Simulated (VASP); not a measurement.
# GaP (R-3m) in VASP: further runs

One crystal, GaP, is run at these levels: PBE; tasks: single point.

Program: VASP 6.6.1. These are calculated values, not measurements. Logs are shortened: lines on timing, memory, paths and dates and some standing lists are left out, and cuts for length are marked.

## (1) The structure

It takes space group R-3m (No. 166, trigonal). Conventional cell: a = 3.886 Å, b = 3.886 Å, c = 19.292 Å, α = 90.00°, β = 90.00°, γ = 120.00°. Ga (site symmetry 3m) has 3 P at 2.40 Å and 1 Ga at 2.49 Å as nearest neighbours. Around P (site symmetry 3m) lie 1 P at 2.21 Å and 3 Ga at 2.40 Å.

Measurements of this composition are mostly on another form, of space group No. 216.

## (2) Single point, PBE

Contents of INCAR:

```
SYSTEM = GaP
ADDGRID = .FALSE. ; ALGO = Normal
EDIFF = 1E-6 ; ENCUT = 550
GGA = PE ; ISIF = 2
ISMEAR = 0 ; LASPH = .TRUE.
LCHARG = .FALSE. ; LREAL = .FALSE.
LWAVE = .FALSE. ; NELM = 100
PREC = Accurate ; SIGMA = 0.05
```

Contents of KPOINTS:

```
k-points
0
G
  6 6 6
  0 0 0
```

Contents of POSCAR:

```
GaP
1.0
    1.9430151755      1.1218003346      6.4308101003
   -1.9430151755      1.1218003346      6.4308101003
    0.0000000000     -2.2436006692      6.4308101003
Ga P
2 2
Direct
    0.5646280000      0.5646280000      0.5646280000
    0.4353720000      0.4353720000      0.4353720000
    0.9426110000      0.9426110000      0.9426110000
    0.0573890000      0.0573890000      0.0573890000
```

Potentials or basis: VASP PAW PBE potentials, release 64 (Ga_d, P).

Run with:

```bash
$ cat potpaw_PBE.64/Ga_d/POTCAR potpaw_PBE.64/P/POTCAR > POTCAR
$ mpirun -np 1 vasp_std > vasp.out
```

OUTCAR:

```text
SYSTEM = GaP
   EDIFF = 1E-6
   ENCUT = 550
   GGA = PE
   ISIF = 2
   ISMEAR = 0
   LASPH = .TRUE.
   LREAL = .FALSE.
   NELM = 100
   PREC = Accurate

 Found     32 irreducible k-points:

 Following reciprocal coordinates:
            Coordinates               Weight
  0.000000  0.000000  0.000000      1.000000
  0.166667  0.000000  0.000000      6.000000
  0.333333 -0.000000 -0.000000      6.000000
  0.500000  0.000000 -0.000000      3.000000
  0.166667  0.166667 -0.000000      6.000000
  0.333333  0.166667 -0.000000     12.000000
   k-points           NKPTS =     32   k-points in BZ     NKDIM =     32   number of bands    NBANDS=     22
   number of dos      NEDOS =    301   number of ions     NIONS =      4
   total plane-waves  NPLWV = 157464
   dimension x,y,z NGX =    54 NGY =   54 NGZ =   54
   dimension x,y,z NGXF=   108 NGYF=  108 NGZF=  108
   ions per type =               2   2
   NGX,Y,Z   is equivalent  to a cutoff of  13.18, 13.18, 13.18 a.u.
   NGXF,Y,Z  is equivalent  to a cutoff of  26.36, 26.36, 26.36 a.u.
 SYSTEM =  GaP
   PREC   = accura    normal or accurate (medium, high low for compatibility)
   ISTART =      0    job   : 0-new  1-cont  2-samecut
   ICHARG =      2    charge: 1-file 2-atom 10-const
   ISPIN  =      1    spin polarized calculation?
   LNONCOLLINEAR =      F non collinear calculations
   LSORBIT =      F    spin-orbit coupling
   LASPH  =      T    aspherical Exc in radial PAW
   ENCUT  =  550.0 eV  40.42 Ry    6.36 a.u.  13.02 13.02 13.02*2*pi/ulx,y,z
   NELM   =    100;   NELMIN=  2; NELMDL= -5     # of ELM steps
   EDIFF  = 0.1E-05   stopping-criterion for ELM
[... 18 lines left out ...]
     AMIX     =   0.40;   BMIX     =  1.00
     AMIX_MAG =   1.60;   BMIX_MAG =  1.00
  volume/ion in A,a.u.               =      21.03       141.89
  Fermi-wavevector in a.u.,A,eV,Ry     =   1.233785  2.331515 20.711129  1.522225
  Thomas-Fermi vector in A             =   2.368501
   LORBIT       =      0    0 simple, 1 ext, 2 COOP (PROOUT), +10 PAW based schemes
   GGA     = PE    functional components
[... 5 lines left out ...]
 non-spin polarized calculation
 Gauss-broadening in eV      SIGMA  =   0.05
  energy-cutoff  :      550.00
  volume of cell :       84.10
 maximum number of plane-waves:      2487
 NGX is ok and might be reduce to    54
   NGX = 27   NGY = 27   NGZ = 27

 number of electron      36.0000008 magnetization

 Free energy of the ion-electron system (eV)
  ---------------------------------------------------
  ext. energy  EPLUGINS =         0.00000000
  ---------------------------------------------------
  free energy    TOTEN  =       -17.72345685 eV

  energy without entropy =      -17.72345685  energy(sigma->0) =      -17.72345685

 E-fermi :   4.8824     XC(G=0):  -9.6651

 val. band max:        4.6191382110   @ k =   0.0000   0.0000   0.0000
 cond. band min:       5.4544257892   @ k =   0.5000   0.5000   0.0000
 fundamental gap:      0.8352875782
 Fermi energy:         4.8824463803

 k-point     1 :       0.0000    0.0000    0.0000
  band No.  band energies     occupation
      1     -10.1427      2.00000
      2     -10.0166      2.00000
      3     -10.0166      2.00000
      4     -10.0022      2.00000
      5     -10.0022      2.00000
      6      -9.9510      2.00000
[... 14 lines left out ...]
     21       7.3663      0.00000
     22       8.2903      0.00000

 k-point     2 :       0.1667    0.0000    0.0000
  band No.  band energies     occupation
      1     -10.1374      2.00000
      2     -10.0468      2.00000
      3     -10.0168      2.00000
      4     -10.0138      2.00000
      5      -9.9913      2.00000
      6      -9.9557      2.00000
[... 14 lines left out ...]
     21       7.3839      0.00000
     22       9.0200      0.00000

 k-point     3 :       0.3333   -0.0000   -0.0000
  band No.  band energies     occupation
      1     -10.1298      2.00000
      2     -10.0960      2.00000
      3     -10.0391      2.00000
      4     -10.0104      2.00000
      5      -9.9695      2.00000
      6      -9.9659      2.00000
[... 14 lines left out ...]
     21       7.9211      0.00000
     22       9.4261      0.00000

 k-point     4 :       0.5000    0.0000   -0.0000
  band No.  band energies     occupation
      1     -10.1285      2.00000
      2     -10.1163      2.00000
      3     -10.0471      2.00000
      4     -10.0096      2.00000
      5      -9.9713      2.00000
      6      -9.9587      2.00000
[... 14 lines left out ...]
     21       8.2484      0.00000
     22       9.1101      0.00000

 k-point     5 :       0.1667    0.1667   -0.0000
  band No.  band energies     occupation
      1     -10.1372      2.00000
      2     -10.0427      2.00000
      3     -10.0199      2.00000
      4     -10.0151      2.00000
      5      -9.9909      2.00000
      6      -9.9556      2.00000
[... 14 lines left out ...]
     21       7.9513      0.00000
     22       8.6465      0.00000

 k-point     6 :       0.3333    0.1667   -0.0000
  band No.  band energies     occupation
      1     -10.1296      2.00000
      2     -10.0777      2.00000
      3     -10.0390      2.00000
      4     -10.0094      2.00000
      5      -9.9829      2.00000
      6      -9.9563      2.00000
[... 14 lines left out ...]
     21       8.2905      0.00000
     22       9.1172      0.00000

 [... further k-points ...]

------------------------ aborting loop because EDIFF is reached ----------------------------------------

  FORCE on cell =-STRESS in cart. coord.  units (eV):
  Direction    XX          YY          ZZ          XY          YZ          ZX
  --------------------------------------------------------------------------------------
  -------------------------------------------------------------------------------------
  Total        0.0032621      0.0032621      0.0074824      0.0000000      0.0000000     -0.0000000
  in kB        0.0621439      0.0621439      0.1425426      0.0000000      0.0000000     -0.0000000
  external PRESSURE =       0.0889435 kB  Pullay stress =       0.0000000 kB

 VOLUME and BASIS-vectors are now :
 -----------------------------------------------------------------------------
  energy-cutoff  :      550.00
  volume of cell :       84.10
      direct lattice vectors                 reciprocal lattice vectors
     1.943015176  1.121800335  6.430810100     0.257332010  0.148570705  0.051833801
    -1.943015176  1.121800335  6.430810100    -0.257332010  0.148570705  0.051833801
     0.000000000 -2.243600669  6.430810100     0.000000000 -0.297141410  0.051833801

 POSITION                                       TOTAL-FORCE (eV/Angst)
 -----------------------------------------------------------------------------------
      0.00000      0.00000     10.89305         0.000000      0.000000     -0.049942
      0.00000      0.00000      8.39938         0.000000     -0.000000      0.049942
      0.00000      0.00000     18.18526         0.000000     -0.000000     -0.015849
      0.00000      0.00000      1.10717         0.000000      0.000000      0.015849
 -----------------------------------------------------------------------------------
    total drift:                                0.000000      0.000000      0.000000

  FREE ENERGIE OF THE ION-ELECTRON SYSTEM (eV)
  ---------------------------------------------------
  free  energy   TOTEN  =       -17.7234568528 eV

  energy  without entropy=      -17.7234568528  energy(sigma->0) =      -17.72345685
```

Wall time 1.8 min (1 thread of Intel Xeon Platinum 8488C (Sapphire Rapids), shared host); peak memory 0.41 GiB.

The run converged, but some of its settings lie outside the range that counts as converged, so its numbers aren't taken as properties of the crystal.

What came out:

```
Free energy            : -17.7235 eV
Pressure               : 0.0 GPa
Largest force          : 0.050 eV/Å
Band gap on the k mesh : 0.84 eV, indirect (least direct gap 1.13 eV)
```

## (3) Single point, PBE

Changes to INCAR since step 2:

```diff
@@ -7,2 +7,2 @@
 LWAVE = .FALSE. ; NELM = 100
-PREC = Accurate ; SIGMA = 0.05
+PREC = Low ; SIGMA = 0.05
```

KPOINTS is that of step 2.

POSCAR is that of step 2.

Potentials or basis: VASP PAW PBE potentials, release 64 (Ga_d, P).

Run with:

```bash
$ cat potpaw_PBE.64/Ga_d/POTCAR potpaw_PBE.64/P/POTCAR > POTCAR
$ mpirun -np 1 vasp_std > vasp.out
```

It took 36 s on 1 thread of Intel Xeon Platinum 8488C (Sapphire Rapids), shared host; peak memory 0.18 GiB.

The run converged, but some of its settings lie outside the range that counts as converged, so its numbers aren't taken as properties of the crystal.

What came out:

```yaml
Free_energy: -17.7415 eV
Pressure: 0.2 GPa
Largest_force: 0.020 eV/Å
Band_gap_on_the_k_mesh: 0.84 eV, indirect (least direct gap 1.14 eV)
```

## (4) Single point, PBE

Changes to INCAR since step 3:

```diff
@@ -7,2 +7,2 @@
 LWAVE = .FALSE. ; NELM = 100
-PREC = Low ; SIGMA = 0.05
+PREC = Normal ; SIGMA = 0.05
```

KPOINTS is that of step 3.

POSCAR is that of step 3.

Potentials or basis: VASP PAW PBE potentials, release 64 (Ga_d, P).

Run with:

```bash
$ cat potpaw_PBE.64/Ga_d/POTCAR potpaw_PBE.64/P/POTCAR > POTCAR
$ mpirun -np 1 vasp_std > vasp.out
```

OUTCAR:

```text
SYSTEM = GaP
   EDIFF = 1E-6
   ENCUT = 550
   GGA = PE
   ISIF = 2
   ISMEAR = 0
   LASPH = .TRUE.
   LREAL = .FALSE.
   NELM = 100
   PREC = Normal

 Found     32 irreducible k-points:

 Following reciprocal coordinates:
            Coordinates               Weight
  0.000000  0.000000  0.000000      1.000000
  0.166667  0.000000  0.000000      6.000000
  0.333333 -0.000000 -0.000000      6.000000
  0.500000  0.000000 -0.000000      3.000000
  0.166667  0.166667 -0.000000      6.000000
  0.333333  0.166667 -0.000000     12.000000
   k-points           NKPTS =     32   k-points in BZ     NKDIM =     32   number of bands    NBANDS=     22
   number of dos      NEDOS =    301   number of ions     NIONS =      4
   total plane-waves  NPLWV =  64000
   dimension x,y,z NGX =    40 NGY =   40 NGZ =   40
   dimension x,y,z NGXF=    80 NGYF=   80 NGZF=   80
   ions per type =               2   2
   NGX,Y,Z   is equivalent  to a cutoff of   9.76,  9.76,  9.76 a.u.
   NGXF,Y,Z  is equivalent  to a cutoff of  19.53, 19.53, 19.53 a.u.
 SYSTEM =  GaP
   PREC   = normal    normal or accurate (medium, high low for compatibility)
   ISTART =      0    job   : 0-new  1-cont  2-samecut
   ICHARG =      2    charge: 1-file 2-atom 10-const
   ISPIN  =      1    spin polarized calculation?
   LNONCOLLINEAR =      F non collinear calculations
   LSORBIT =      F    spin-orbit coupling
   LASPH  =      T    aspherical Exc in radial PAW
   ENCUT  =  550.0 eV  40.42 Ry    6.36 a.u.  13.02 13.02 13.02*2*pi/ulx,y,z
   NELM   =    100;   NELMIN=  2; NELMDL= -5     # of ELM steps
   EDIFF  = 0.1E-05   stopping-criterion for ELM
[... 18 lines left out ...]
     AMIX     =   0.40;   BMIX     =  1.00
     AMIX_MAG =   1.60;   BMIX_MAG =  1.00
  volume/ion in A,a.u.               =      21.03       141.89
  Fermi-wavevector in a.u.,A,eV,Ry     =   1.233785  2.331515 20.711129  1.522225
  Thomas-Fermi vector in A             =   2.368501
   LORBIT       =      0    0 simple, 1 ext, 2 COOP (PROOUT), +10 PAW based schemes
   GGA     = PE    functional components
[... 5 lines left out ...]
 non-spin polarized calculation
 Gauss-broadening in eV      SIGMA  =   0.05
  energy-cutoff  :      550.00
  volume of cell :       84.10
 maximum number of plane-waves:      2487
   NGX = 27   NGY = 27   NGZ = 27

 number of electron      36.0000033 magnetization

 Free energy of the ion-electron system (eV)
  ---------------------------------------------------
  ext. energy  EPLUGINS =         0.00000000
  ---------------------------------------------------
  free energy    TOTEN  =       -17.72367334 eV

  energy without entropy =      -17.72367334  energy(sigma->0) =      -17.72367334

 E-fermi :   4.8825     XC(G=0):  -9.6650

 val. band max:        4.6191626308   @ k =   0.0000   0.0000   0.0000
 cond. band min:       5.4544751392   @ k =   0.5000   0.5000   0.0000
 fundamental gap:      0.8353125084
 Fermi energy:         4.8825270970

 k-point     1 :       0.0000    0.0000    0.0000
  band No.  band energies     occupation
      1     -10.1427      2.00000
      2     -10.0165      2.00000
      3     -10.0165      2.00000
      4     -10.0021      2.00000
      5     -10.0021      2.00000
      6      -9.9509      2.00000
[... 14 lines left out ...]
     21       7.3663      0.00000
     22       8.2903      0.00000

 k-point     2 :       0.1667    0.0000    0.0000
  band No.  band energies     occupation
      1     -10.1374      2.00000
      2     -10.0468      2.00000
      3     -10.0168      2.00000
      4     -10.0137      2.00000
      5      -9.9913      2.00000
      6      -9.9557      2.00000
[... 14 lines left out ...]
     21       7.3839      0.00000
     22       9.0201      0.00000

 k-point     3 :       0.3333   -0.0000   -0.0000
  band No.  band energies     occupation
      1     -10.1298      2.00000
      2     -10.0960      2.00000
      3     -10.0391      2.00000
      4     -10.0104      2.00000
      5      -9.9695      2.00000
      6      -9.9659      2.00000
[... 14 lines left out ...]
     21       7.9212      0.00000
     22       9.4261      0.00000

 k-point     4 :       0.5000    0.0000   -0.0000
  band No.  band energies     occupation
      1     -10.1284      2.00000
      2     -10.1163      2.00000
      3     -10.0470      2.00000
      4     -10.0096      2.00000
      5      -9.9712      2.00000
      6      -9.9586      2.00000
[... 14 lines left out ...]
     21       8.2484      0.00000
     22       9.1101      0.00000

 k-point     5 :       0.1667    0.1667   -0.0000
  band No.  band energies     occupation
      1     -10.1372      2.00000
      2     -10.0427      2.00000
      3     -10.0198      2.00000
      4     -10.0151      2.00000
      5      -9.9909      2.00000
      6      -9.9556      2.00000
[... 14 lines left out ...]
     21       7.9514      0.00000
     22       8.6465      0.00000

 k-point     6 :       0.3333    0.1667   -0.0000
  band No.  band energies     occupation
      1     -10.1296      2.00000
      2     -10.0777      2.00000
      3     -10.0390      2.00000
      4     -10.0094      2.00000
      5      -9.9828      2.00000
      6      -9.9562      2.00000
[... 14 lines left out ...]
     21       8.2907      0.00000
     22       9.1173      0.00000

 [... further k-points ...]

------------------------ aborting loop because EDIFF is reached ----------------------------------------

  FORCE on cell =-STRESS in cart. coord.  units (eV):
  Direction    XX          YY          ZZ          XY          YZ          ZX
  --------------------------------------------------------------------------------------
  -------------------------------------------------------------------------------------
  Total        0.0038321      0.0038321      0.0105565      0.0000000     -0.0000000      0.0000000
  in kB        0.0730035      0.0730035      0.2011044      0.0000000     -0.0000000      0.0000000
  external PRESSURE =       0.1157038 kB  Pullay stress =       0.0000000 kB

 VOLUME and BASIS-vectors are now :
 -----------------------------------------------------------------------------
  energy-cutoff  :      550.00
  volume of cell :       84.10
      direct lattice vectors                 reciprocal lattice vectors
     1.943015176  1.121800335  6.430810100     0.257332010  0.148570705  0.051833801
    -1.943015176  1.121800335  6.430810100    -0.257332010  0.148570705  0.051833801
     0.000000000 -2.243600669  6.430810100     0.000000000 -0.297141410  0.051833801

 POSITION                                       TOTAL-FORCE (eV/Angst)
 -----------------------------------------------------------------------------------
      0.00000      0.00000     10.89305         0.000000      0.000000     -0.050015
      0.00000      0.00000      8.39938         0.000000      0.000000      0.050015
      0.00000      0.00000     18.18526         0.000000     -0.000000     -0.016029
      0.00000      0.00000      1.10717         0.000000     -0.000000      0.016029
 -----------------------------------------------------------------------------------
    total drift:                                0.000000     -0.000000      0.000000

  FREE ENERGIE OF THE ION-ELECTRON SYSTEM (eV)
  ---------------------------------------------------
  free  energy   TOTEN  =       -17.7236733388 eV

  energy  without entropy=      -17.7236733388  energy(sigma->0) =      -17.72367334
```

stdout:

```text
POSCAR found type information on POSCAR GaP
 POSCAR found :  2 types and       4 ions
 scaLAPACK will be used
 LDA part: xc-table for (Slater+PW92), standard interpolation
 POSCAR, INCAR and KPOINTS ok, starting setup
 FFT: planning ... GRIDC
 FFT: planning ... GRID_SOFT
 FFT: planning ... GRID
 WAVECAR not read
 entering main loop
```

It took 44 s on 1 thread of Intel Xeon Platinum 8488C (Sapphire Rapids), shared host; peak memory 0.26 GiB.

These settings aren't checked as converged: the numbers below hold their error.

What came out:

- Free energy: -17.7237 eV
- Pressure: 0.0 GPa
- Largest force: 0.050 eV/Å
- Band gap on the k mesh: 0.84 eV, indirect (least direct gap 1.13 eV)

## (5) Single point, PBE

Contents of INCAR:

```
SYSTEM = GaP
ADDGRID = .FALSE. ; ALGO = Normal
EDIFF = 1E-6 ; ENCUT = 550
GGA = PE ; ISIF = 2
ISMEAR = 0 ; LASPH = .TRUE.
LCHARG = .FALSE. ; LREAL = Auto
LWAVE = .FALSE. ; NELM = 100
PREC = Accurate ; SIGMA = 0.05
```

KPOINTS is that of step 4.

POSCAR is that of step 4.

Run with:

```bash
$ cat potpaw_PBE.64/Ga_d/POTCAR potpaw_PBE.64/P/POTCAR > POTCAR
$ mpirun -np 1 vasp_std > vasp.out
```

Wall time 3.5 min (1 thread of Intel Xeon Platinum 8488C (Sapphire Rapids), shared host); peak memory 0.38 GiB.

These settings aren't checked as converged: the numbers below hold their error.

What came out:

```yaml
Free_energy: -17.7244 eV
Pressure: 0.0 GPa
Largest_force: 0.051 eV/Å
Band_gap_on_the_k_mesh: 0.84 eV, indirect (least direct gap 1.13 eV)
```

(Part 1 of 2 ends here.)
